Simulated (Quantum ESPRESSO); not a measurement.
# PbS (Galena) (Fm-3m) in Quantum ESPRESSO: notebook

One crystal, PbS (Galena), is run at these levels: PBE+D3(BJ); tasks: single point, equation of state.

Everything below comes from runs of Quantum ESPRESSO 7.5. Logs are shortened: lines on timing, memory, paths and dates and some standing lists are left out, and cuts for length are marked.

## 1. The crystal as given

It takes space group Fm-3m (No. 225, cubic). The conventional cell has a = 5.931 Å, b = 5.931 Å, c = 5.931 Å, α = 90.00°, β = 90.00°, γ = 90.00°. Around Pb (site symmetry m-3m) lie 6 S at 2.97 Å. S (site symmetry m-3m) has 6 Pb at 2.97 Å as nearest neighbours.

## 2. Single point, PBE+D3(BJ), 24.52 Å³/atom

Input file pw.in:

```
&CONTROL
  calculation = 'scf'
  prefix = 'pwscf'
  outdir = './tmp'
  pseudo_dir = './pseudo'
  tprnfor = .true.
  tstress = .true.
  disk_io = 'nowf'
/
&SYSTEM
  ibrav = 0
  nat = 2
  ntyp = 2
  ecutwfc = 56
  nbnd = 16
  occupations = 'smearing'
  smearing = 'fd'
  degauss = 0.00367493
  vdw_corr = 'grimme-d3'
  dftd3_version = 4
/
&ELECTRONS
  conv_thr = 4d-10
  electron_maxstep = 120
  mixing_beta = 0.5
/
ATOMIC_SPECIES
Pb   207.2000 Pb.upf
S     32.0600 S.upf
CELL_PARAMETERS angstrom
   0.0000000000    2.9052075019    2.9052075019
   2.9052075019    0.0000000000    2.9052075019
   2.9052075019    2.9052075019    0.0000000000
ATOMIC_POSITIONS crystal
Pb     0.0000000000    0.0000000000    0.0000000000
S      0.5000000000    0.5000000000    0.5000000000
K_POINTS automatic
8 8 8 0 0 0
```

Potentials or basis: PseudoDojo 0.4.1 SR PBE standard.

The run is started by

```sh
$ OMP_NUM_THREADS=1 pw.x -in pw.in > pw.out
```

pw.out:

```text
This program is part of the open-source Quantum ESPRESSO suite
     for quantum simulation of materials; please cite
         "P. Giannozzi et al., J. Phys.:Condens. Matter 21 395502 (2009);
         "P. Giannozzi et al., J. Phys.:Condens. Matter 29 465901 (2017);
         "P. Giannozzi et al., J. Chem. Phys. 152 154105 (2020);
     in publications or presentations arising from this work. More details at

     Message from routine setup:
     using ibrav=0 with symmetry is DISCOURAGED, use correct ibrav instead

     G-vector sticks info
     --------------------
     sticks:   dense  smooth     PW     G-vecs:    dense   smooth      PW
     Sum         931     931    283                18883    18883    3119

     Using Slab Decomposition

     bravais-lattice index     =            0
     lattice parameter (alat)  =       7.7641  a.u.
     unit-cell volume          =     330.9467 (a.u.)^3
     number of atoms/cell      =            2
     number of atomic types    =            2
     number of electrons       =        20.00
     number of Kohn-Sham states=           16
     kinetic-energy cutoff     =      56.0000  Ry
     charge density cutoff     =     224.0000  Ry
     scf convergence threshold =      4.0E-10
     mixing beta               =       0.5000
     number of iterations used =            8  plain     mixing
     Exchange-correlation= PBE
                           (   1   4   3   4   0   0   0)

     celldm(1)=   7.764098  celldm(2)=   0.000000  celldm(3)=   0.000000
     celldm(4)=   0.000000  celldm(5)=   0.000000  celldm(6)=   0.000000

     crystal axes: (cart. coord. in units of alat)
               a(1) = (   0.000000   0.707107   0.707107 )
               a(2) = (   0.707107   0.000000   0.707107 )
               a(3) = (   0.707107   0.707107   0.000000 )

     reciprocal axes: (cart. coord. in units 2 pi/alat)
               b(1) = ( -0.707107  0.707107  0.707107 )
               b(2) = (  0.707107 -0.707107  0.707107 )
               b(3) = (  0.707107  0.707107 -0.707107 )

     PseudoPot. # 1 for Pb read from file:
     Pb.upf
     Pseudo is Norm-conserving + core correction, Zval = 14.0
     Generated using ONCVPSP code by D. R. Hamann
     Using radial grid of 1678 points,  6 beta functions with:
                l(1) =   0
                l(2) =   0
                l(3) =   1
                l(4) =   1
                l(5) =   2
                l(6) =   2

     PseudoPot. # 2 for S  read from file:
     S.upf
     Pseudo is Norm-conserving + core correction, Zval =  6.0
     Generated using ONCVPSP code by D. R. Hamann
     Using radial grid of 1146 points,  6 beta functions with:
                l(1) =   0
                l(2) =   0
                l(3) =   1
                l(4) =   1
                l(5) =   2
                l(6) =   2

     atomic species   valence    mass     pseudopotential
     Pb               14.00   207.20000     Pb( 1.00)
     S                 6.00    32.06000     S ( 1.00)

     48 Sym. Ops., with inversion, found

   Cartesian axes

     site n.     atom                  positions (alat units)
         1        Pb     tau(   1) = (   0.0000000   0.0000000   0.0000000  )
         2        S      tau(   2) = (   0.7071068   0.7071068   0.7071068  )

     --------------------------------------------
     DFT-D3 Dispersion Correction (3-body terms):
     --------------------------------------------
       Reference C6 values for interpolation:

         atom   Coordination number   C6
         S          0.000           268.01
         S          0.995           261.99
         S          1.990           251.62
         Pb         0.000          1477.63
         Pb         0.938          1266.00
         Pb         1.936          1088.91
         Pb         2.908          1048.37
         Pb         3.910           910.57

       Values used:

         atom   Coordination number  R0_AB[au]  C6      C8
         Pb         5.387            4.041    910.57 144158.12
         S          4.512            3.128    251.62  12327.25

         Molecular C6 ( Ry / a.u.^6 ) =      2116.68

     number of k points=    29  Fermi-Dirac smearing, width (Ry)=  0.0037
                       cart. coord. in units 2pi/alat
        k(    1) = (   0.0000000   0.0000000   0.0000000), wk =   0.0039062
        k(    2) = (   0.0883883   0.0883883  -0.0883883), wk =   0.0312500
        k(    3) = (   0.1767767   0.1767767  -0.1767767), wk =   0.0312500
        k(    4) = (   0.2651650   0.2651650  -0.2651650), wk =   0.0312500
        k(    5) = (  -0.3535534  -0.3535534   0.3535534), wk =   0.0156250
        k(    6) = (   0.1767767   0.0000000   0.0000000), wk =   0.0234375
[... 21 lines left out ...]
        k(   28) = (  -0.7071068   0.1767767  -0.0000000), wk =   0.0468750
        k(   29) = (  -0.7071068   0.3535534   0.0000000), wk =   0.0234375

     Dense  grid:    18883 G-vectors     FFT dimensions: (  40,  40,  40)

     Initial potential from superposition of free atoms

     starting charge      19.9978, renormalised to      20.0000
     Starting wfcs are   13 randomized atomic wfcs +    3 random wfcs

     Self-consistent Calculation

     iteration #  1     ecut=    56.00 Ry     beta= 0.50
     Davidson diagonalization with overlap
     ethr =  1.00E-02,  avg # of iterations =  5.1

     Threshold (ethr) on eigenvalues was too large:
     Diagonalizing with lowered threshold

     Davidson diagonalization with overlap
     ethr =  5.75E-04,  avg # of iterations =  1.7

     total energy              =    -162.93083493 Ry
     estimated scf accuracy    <       0.11233628 Ry

     iteration #  2     ecut=    56.00 Ry     beta= 0.50
     Davidson diagonalization with overlap
     ethr =  5.62E-04,  avg # of iterations =  2.6
[... 64 lines left out ...]
     total energy              =    -162.96304326 Ry
     estimated scf accuracy    <          2.4E-09 Ry

     iteration # 12     ecut=    56.00 Ry     beta= 0.50
     Davidson diagonalization with overlap
     ethr =  4.72E-12,  avg # of iterations =  2.0

     End of self-consistent calculation

          k = 0.0000 0.0000 0.0000 (  2397 PWs)   bands (ev):

    -7.1972  -7.1972  -7.1972  -7.1808  -7.1808  -4.4484   3.8097   7.2509
     7.2509   7.2509  15.1286  15.1286  15.1286  16.2724  16.2724  16.2724

          k = 0.0884 0.0884-0.0884 (  2334 PWs)   bands (ev):

    -7.1965  -7.1944  -7.1944  -7.1811  -7.1811  -4.3019   3.2418   7.2973
     7.2973   7.6896  13.7664  14.2203  14.2203  16.3250  16.6763  16.6763

          k = 0.1768 0.1768-0.1768 (  2337 PWs)   bands (ev):
[... 6 lines left out ...]
    -7.2188  -7.2188  -7.1954  -7.1445  -7.1445  -3.3486   0.9960   7.5994
     7.5994   9.1806  10.7761  11.9149  11.9149  17.4694  18.8186  18.8186

          k =-0.3536-0.3536 0.3536 (  2362 PWs)   bands (ev):

    -7.2246  -7.2246  -7.1955  -7.1361  -7.1361  -3.0477   0.4943   7.6867
     7.6867   9.8126   9.9352  11.5449  11.5449  18.4751  19.7652  20.4411

          k = 0.1768 0.0000 0.0000 (  2337 PWs)   bands (ev):

    -7.2021  -7.1979  -7.1865  -7.1865  -7.1760  -4.2492   3.1820   7.0353
     7.0353   8.1869  12.7815  14.6925  14.6925  15.3204  17.5651  17.5651

          k = 0.2652 0.0884-0.0884 (  2337 PWs)   bands (ev):

    -7.2202  -7.2023  -7.1879  -7.1739  -7.1609  -3.9174   2.4174   6.9212
     7.0198   8.6128  11.6745  13.7227  14.0437  15.5384  18.0373  18.3357

          k = 0.3536 0.1768-0.1768 (  2351 PWs)   bands (ev):
[... 11 lines left out ...]
    -7.2359  -7.2158  -7.1896  -7.1466  -7.1448  -3.0836   0.8385   6.5490
     7.6156   9.1237  10.5998  11.8025  13.1129  17.8284  18.6523  19.9332

          k =-0.0884-0.2652 0.2652 (  2345 PWs)   bands (ev):

    -7.2160  -7.2084  -7.1926  -7.1659  -7.1538  -3.5904   1.6719   6.4970
     7.7473   9.1108  11.0445  12.0901  13.5976  17.1594  17.3952  19.3048

          k = 0.0000-0.1768 0.1768 (  2311 PWs)   bands (ev):

    -7.1982  -7.1964  -7.1956  -7.1849  -7.1676  -4.0628   2.6198   6.7881
     7.5915   8.4095  12.3868  13.0395  14.0722  16.6702  16.8668  17.9025

          k = 0.3536 0.0000 0.0000 (  2333 PWs)   bands (ev):

    -7.2629  -7.2138  -7.1645  -7.1597  -7.1597  -3.6664   2.3912   6.5331
     6.5331   7.8152  12.1734  14.2215  14.7496  14.7496  19.4782  19.7709

          k = 0.4419 0.0884-0.0884 (  2346 PWs)   bands (ev):

    -7.2980  -7.2136  -7.1715  -7.1485  -7.1385  -3.2223   1.8862   6.2435
     6.4082   7.0028  12.8584  13.7644  14.4223  15.2042  20.1163  20.1924

          k =-0.1768-0.5303 0.5303 (  2335 PWs)   bands (ev):

    -7.3058  -7.2003  -7.1841  -7.1489  -7.1307  -2.7949   1.2520   5.5513
     6.5896   7.2993  12.5536  13.5678  14.1043  16.0131  20.3892  20.5090

          k =-0.0884-0.4419 0.4419 (  2335 PWs)   bands (ev):

    -7.2850  -7.1959  -7.1803  -7.1600  -7.1398  -2.7350   1.0106   5.2478
     7.0324   7.9922  11.8837  12.6997  14.2163  17.5452  18.9909  19.3754

          k = 0.0000-0.3536 0.3536 (  2337 PWs)   bands (ev):

    -7.2481  -7.2038  -7.1802  -7.1595  -7.1565  -3.1164   1.2577   5.5854
     7.5494   8.8562  11.1094  12.0815  13.9621  17.8818  18.6329  19.6415

          k = 0.5303-0.0000 0.0000 (  2357 PWs)   bands (ev):

    -7.3532  -7.2256  -7.1529  -7.1318  -7.1318  -2.8938   2.1547   5.3733
     6.0614   6.0614  13.5390  14.3327  15.3017  15.3017  20.2778  21.5045

          k =-0.0884-0.6187 0.6187 (  2338 PWs)   bands (ev):

    -7.3697  -7.2216  -7.1574  -7.1289  -7.1244  -2.5883   1.9845   4.4768
     6.0636   6.2883  13.4461  14.8990  14.9843  15.5512  21.1422  21.3043

          k = 0.0000-0.5303 0.5303 (  2329 PWs)   bands (ev):

    -7.3409  -7.2024  -7.1729  -7.1423  -7.1302  -2.5158   1.4798   4.4324
     6.4176   7.0005  13.0466  13.9280  14.9015  15.9374  19.8887  20.8254

          k =-0.7071 0.0000 0.0000 (  2346 PWs)   bands (ev):

    -7.3961  -7.2304  -7.1482  -7.1199  -7.1199  -2.4935   2.4287   3.9818
     5.8749   5.8749  13.3108  15.5292  15.6581  15.6581  20.8135  21.7702

          k = 0.3536 0.1768 0.0000 (  2342 PWs)   bands (ev):

    -7.2484  -7.2025  -7.1885  -7.1605  -7.1505  -3.5211   1.8838   6.2311
     7.1959   8.3170  11.6888  13.1360  13.8476  16.0222  19.0798  19.6357

          k =-0.2652-0.4419 0.6187 (  2342 PWs)   bands (ev):

    -7.2698  -7.1989  -7.1901  -7.1552  -7.1405  -3.0240   1.2330   5.8874
     6.7534   8.4375  11.4873  12.9507  13.8204  16.7741  19.4850  20.0699

          k =-0.1768-0.3536 0.5303 (  2342 PWs)   bands (ev):
[... 6 lines left out ...]
    -7.3288  -7.2114  -7.1720  -7.1389  -7.1321  -2.8219   1.6843   5.4479
     5.7246   7.2773  13.1758  13.7315  14.3870  16.0637  20.4961  20.9869

          k =-0.0884-0.4419 0.6187 (  2337 PWs)   bands (ev):

    -7.3288  -7.1956  -7.1798  -7.1544  -7.1257  -2.5581   1.4074   4.8571
     5.5648   8.0247  12.2859  13.9789  14.5779  16.7813  19.0470  21.3140

          k = 0.0000-0.3536 0.5303 (  2328 PWs)   bands (ev):

    -7.3037  -7.1925  -7.1762  -7.1680  -7.1327  -2.6524   1.2307   5.0252
     5.9642   8.5618  11.5500  13.7192  14.2754  17.9274  17.9675  20.7421

          k =-0.7071 0.1768-0.0000 (  2346 PWs)   bands (ev):

    -7.3684  -7.2152  -7.1619  -7.1371  -7.1199  -2.4764   1.9147   4.2088
     5.5275   7.0541  13.6487  13.8248  15.1822  16.2954  20.2571  21.4864

          k =-0.7071 0.3536 0.0000 (  2328 PWs)   bands (ev):

    -7.3357  -7.1805  -7.1771  -7.1771  -7.1199  -2.4580   1.5327   4.8118
     4.8118   8.5810  11.8746  14.4048  14.4048  18.0149  18.0149  21.8725

     the Fermi energy is     9.8739 ev

!    total energy              =    -162.96304326 Ry
     estimated scf accuracy    <          9.0E-12 Ry
     smearing contrib. (-TS)   =      -0.00006152 Ry
     internal energy E=F+TS    =    -162.96298174 Ry

     The total energy is F=E-TS. E is the sum of the following terms:
     one-electron contribution =     -32.32312791 Ry
     hartree contribution      =      29.36292062 Ry
     xc contribution           =     -46.40378574 Ry
     ewald contribution        =    -113.54759229 Ry
     DFT-D3 Dispersion         =      -0.05139643 Ry

     convergence has been achieved in  12 iterations

     Forces acting on atoms (cartesian axes, Ry/au):

     atom    1 type  1   force =    -0.00000000   -0.00000000    0.00000000
     atom    2 type  2   force =    -0.00000000    0.00000000    0.00000000

     Total force =     0.000000     Total SCF correction =     0.000000

     Computing stress (Cartesian axis) and pressure

          total   stress  (Ry/bohr**3)                   (kbar)     P=       43.79
   0.00029768   0.00000000   0.00000000           43.79        0.00        0.00
   0.00000000   0.00029768   0.00000000            0.00       43.79        0.00
   0.00000000   0.00000000   0.00029768            0.00        0.00       43.79

=------------------------------------------------------------------------------=
   JOB DONE.
=------------------------------------------------------------------------------=
```

It took 23 s on 1 thread of Arm Neoverse V1, shared host; peak memory 0.07 GiB.

Results:

* Free energy: -2217.2252 eV
* Pressure: 4.4 GPa
* Band gap on the k mesh: 0.12 eV, direct

Caveat: spin-orbit coupling is left out, which as a rule narrows the gap of such compounds by several tenths of an eV.

## 3. Single point, PBE+D3(BJ), 25.04 Å³/atom

pw.in, as its differences from that of step 2:

```diff
@@ -30,5 +30,5 @@
 CELL_PARAMETERS angstrom
-   0.0000000000    2.9052075019    2.9052075019
-   2.9052075019    0.0000000000    2.9052075019
-   2.9052075019    2.9052075019    0.0000000000
+   0.0000000000    2.9256673838    2.9256673838
+   2.9256673838    0.0000000000    2.9256673838
+   2.9256673838    2.9256673838    0.0000000000
 ATOMIC_POSITIONS crystal
```

Potentials or basis: PseudoDojo 0.4.1 SR PBE standard.

The run is started by

```sh
$ OMP_NUM_THREADS=1 pw.x -in pw.in > pw.out
```

Wall time 20 s (1 thread of Arm Neoverse V1, shared host); peak memory 0.07 GiB.

Results (log left out):

| Property | Result |
| --- | --- |
| Free energy | -2217.2488 eV |
| Pressure | 2.9 GPa |
| Band gap on the k mesh | 0.21 eV, direct |

Caveat: spin-orbit coupling is left out, which as a rule narrows the gap of such compounds by several tenths of an eV.

## 4. Single point, PBE+D3(BJ), 25.56 Å³/atom

pw.in, as its differences from that of step 3:

```diff
@@ -30,5 +30,5 @@
 CELL_PARAMETERS angstrom
-   0.0000000000    2.9256673838    2.9256673838
-   2.9256673838    0.0000000000    2.9256673838
-   2.9256673838    2.9256673838    0.0000000000
+   0.0000000000    2.9458450378    2.9458450378
+   2.9458450378    0.0000000000    2.9458450378
+   2.9458450378    2.9458450378    0.0000000000
 ATOMIC_POSITIONS crystal
```

The run is started by

```sh
$ OMP_NUM_THREADS=1 pw.x -in pw.in > pw.out
```

Wall time 23 s (1 thread of Arm Neoverse V1, shared host); peak memory 0.07 GiB.

The run converged. Its results:

```
Free energy            : -2217.2630 eV
Pressure               : 1.5 GPa
Band gap on the k mesh : 0.29 eV, direct
```

Caveat: spin-orbit coupling is left out, which as a rule narrows the gap of such compounds by several tenths of an eV.

## 5. Single point, PBE+D3(BJ), 26.09 Å³/atom

pw.in, as its differences from that of step 4:

```diff
@@ -30,5 +30,5 @@
 CELL_PARAMETERS angstrom
-   0.0000000000    2.9458450378    2.9458450378
-   2.9458450378    0.0000000000    2.9458450378
-   2.9458450378    2.9458450378    0.0000000000
+   0.0000000000    2.9657500000    2.9657500000
+   2.9657500000    0.0000000000    2.9657500000
+   2.9657500000    2.9657500000    0.0000000000
 ATOMIC_POSITIONS crystal
```

The run is started by

```sh
$ OMP_NUM_THREADS=1 pw.x -in pw.in > pw.out
```

Run time: 20 s. Hardware: 1 thread of Arm Neoverse V1, shared host; peak memory 0.07 GiB.

It converged, with:

```
Free energy            : -2217.2689 eV
Pressure               : 0.3 GPa
Band gap on the k mesh : 0.37 eV, direct
```

Caveat: spin-orbit coupling is left out, which as a rule narrows the gap of such compounds by several tenths of an eV.

## 6. Single point, PBE+D3(BJ), 26.61 Å³/atom

pw.in, as its differences from that of step 5:

```diff
@@ -30,5 +30,5 @@
 CELL_PARAMETERS angstrom
-   0.0000000000    2.9657500000    2.9657500000
-   2.9657500000    0.0000000000    2.9657500000
-   2.9657500000    2.9657500000    0.0000000000
+   0.0000000000    2.9853913009    2.9853913009
+   2.9853913009    0.0000000000    2.9853913009
+   2.9853913009    2.9853913009    0.0000000000
 ATOMIC_POSITIONS crystal
```

Potentials or basis: PseudoDojo 0.4.1 SR PBE standard.

The run is started by

```sh
$ OMP_NUM_THREADS=1 pw.x -in pw.in > pw.out
```

Run time: 20 s. Hardware: 1 thread of Arm Neoverse V1, shared host; peak memory 0.07 GiB.

The run converged. Its results:

* Free energy: -2217.2671 eV
* Pressure: -0.8 GPa
* Band gap on the k mesh: 0.44 eV, direct

Caveat: spin-orbit coupling is left out, which as a rule narrows the gap of such compounds by several tenths of an eV.

## 7. Single point, PBE+D3(BJ), 27.13 Å³/atom

pw.in, as its differences from that of step 6:

```diff
@@ -30,5 +30,5 @@
 CELL_PARAMETERS angstrom
-   0.0000000000    2.9853913009    2.9853913009
-   2.9853913009    0.0000000000    2.9853913009
-   2.9853913009    2.9853913009    0.0000000000
+   0.0000000000    3.0047775019    3.0047775019
+   3.0047775019    0.0000000000    3.0047775019
+   3.0047775019    3.0047775019    0.0000000000
 ATOMIC_POSITIONS crystal
```

The run is started by

```sh
$ OMP_NUM_THREADS=1 pw.x -in pw.in > pw.out
```

Run time: 25 s. Hardware: 1 thread of Arm Neoverse V1, shared host; peak memory 0.07 GiB.

The run converged. Its results:

| Quantity | Value |
| --- | --- |
| Free energy | -2217.2585 eV |
| Pressure | -1.8 GPa |
| Band gap on the k mesh | 0.50 eV, direct |

Caveat: spin-orbit coupling is left out, which as a rule narrows the gap of such compounds by several tenths of an eV.

## 8. Single point, PBE+D3(BJ), 27.65 Å³/atom

pw.in, as its differences from that of step 7:

```diff
@@ -30,5 +30,5 @@
 CELL_PARAMETERS angstrom
-   0.0000000000    3.0047775019    3.0047775019
-   3.0047775019    0.0000000000    3.0047775019
-   3.0047775019    3.0047775019    0.0000000000
+   0.0000000000    3.0239167281    3.0239167281
+   3.0239167281    0.0000000000    3.0239167281
+   3.0239167281    3.0239167281    0.0000000000
 ATOMIC_POSITIONS crystal
```

The run is started by

```sh
$ OMP_NUM_THREADS=1 pw.x -in pw.in > pw.out
```

Run time: 25 s. Hardware: 1 thread of Arm Neoverse V1, shared host; peak memory 0.07 GiB.

Results (log left out):

```
Free energy            : -2217.2439 eV
Pressure               : -2.7 GPa
Band gap on the k mesh : 0.56 eV, direct
```

Caveat: spin-orbit coupling is left out, which as a rule narrows the gap of such compounds by several tenths of an eV.

## 9. Equation of state, PBE+D3(BJ)

Potentials or basis: PseudoDojo 0.4.1 SR PBE standard.

This step only gathers the single runs of the series.

Results:

```yaml
Equilibrium_volume: 26.22 Å³/atom
Bulk_modulus: 57 GPa
Pressure_derivative_of_the_bulk_modulus: 4.3
```

Energy against volume, from the lowest point:
| volume (Å³/atom) | energy (meV/atom) |
| --- | --- |
| 24.521 | 21.86 |
| 25.042 | 10.06 |
| 25.564 | 2.92 |
| 26.086 | 0.00 |
| 26.607 | 0.89 |
| 27.129 | 5.18 |
| 27.651 | 12.51 |
